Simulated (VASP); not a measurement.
A calculation with VASP 6.6.1 of GaS (native input, structure from a POSCAR):

INCAR

```
ALGO = Normal
EDIFF = 1E-6
ENCUT = 550
ISIF = 2
ISMEAR = 0
LASPH = True
LCHARG = False
LREAL = False
LWAVE = False
NELM = 80
PREC = Accurate
SIGMA = 0.05
```

KPOINTS

```
k-points
0
Gamma
  9 9 2
```

The input POSCAR:

```
GaS
1.0
    3.5850000000      0.0000000000      0.0000000000
   -1.7925000000      3.1047010726      0.0000000000
    0.0000000000      0.0000000000     15.5000000000
Ga S
4 4
Cartesian
    1.7925000002      1.0349003574     12.8650000000
   -0.0000000002      2.0698007152      5.1150000000
    1.7925000002      1.0349003574     10.3850000000
   -0.0000000002      2.0698007152      2.6350000000
    1.7925000002      1.0349003574      6.2000000000
   -0.0000000002      2.0698007152     13.9500000000
    1.7925000002      1.0349003574      1.5500000000
   -0.0000000002      2.0698007152      9.3000000000
```

Potentials or basis: VASP PAW LDA potentials, release 64 (Ga_d_GW, S_GW).

Command:

```bash
$ cat potpaw_LDA.64/Ga_d_GW/POTCAR potpaw_LDA.64/S_GW/POTCAR > POTCAR
$ mpirun -np 1 vasp_std > vasp.out
```

Q: Write the same calculation in another form: ASE script, structure typed inline.

A: As run:

The input run.py:

```python
from ase import Atoms
from ase.calculators.vasp import Vasp
from ase.dft.bandgap import bandgap

atoms = Atoms(
    ['Ga', 'Ga', 'Ga', 'Ga', 'S', 'S', 'S', 'S'],
    cell=[[3.585, 0.0, 0.0], [-1.7925, 3.1047010726, 0.0], [0.0, 0.0, 15.5]],
    scaled_positions=[[0.6666666667, 0.3333333333, 0.83], [0.3333333333, 0.6666666667, 0.33], [0.6666666667, 0.3333333333, 0.67], [0.3333333333, 0.6666666667, 0.17], [0.6666666667, 0.3333333333, 0.4], [0.3333333333, 0.6666666667, 0.9], [0.6666666667, 0.3333333333, 0.1], [0.3333333333, 0.6666666667, 0.6]],
    pbc=True,
)
calc = Vasp(
    directory='calc',
    xc='lda',
    pp='LDA',
    setups='gw',
    prec='Accurate',
    encut=550,
    ediff=1e-06,
    ismear=0,
    sigma=0.05,
    lreal=False,
    lasph=True,
    nelm=60,
    algo='Normal',
    isif=2,
    lwave=False,
    lcharg=True,
    lelf=True,
    lvhar=True,
    kpts=[9, 9, 2],
    gamma=True,
    nbands=48,
)
atoms.calc = calc

print('energy (eV):', atoms.get_potential_energy())
print('free energy (eV):', atoms.get_potential_energy(force_consistent=True))
print('forces (eV/A):')
print(atoms.get_forces())
print('stress (eV/A^3, Voigt):', atoms.get_stress())
print('Fermi level (eV):', calc.get_fermi_level())
gap, top, bottom = bandgap(calc)
print('band gap (eV):', gap, 'from (spin, k, band)', top, 'to', bottom)
```

Potentials or basis: VASP PAW LDA potentials, release 64 (Ga_d_GW, S_GW).

The run is started by

```sh
$ python run.py
```

Both were run:

|  | native input, structure from a POSCAR | ASE script, structure typed inline |
| --- | --- | --- |
| Pressure | -3.3 GPa | -3.3 GPa |
| Largest force | 0.231 eV/Å | 0.231 eV/Å |
| Band gap on the k mesh | 1.42 eV, direct | 1.42 eV, direct |

Keys that steer only the numerical path or the files written may differ.

Caveat: an odd mesh through Γ misses points on the zone boundary, where band edges often lie.
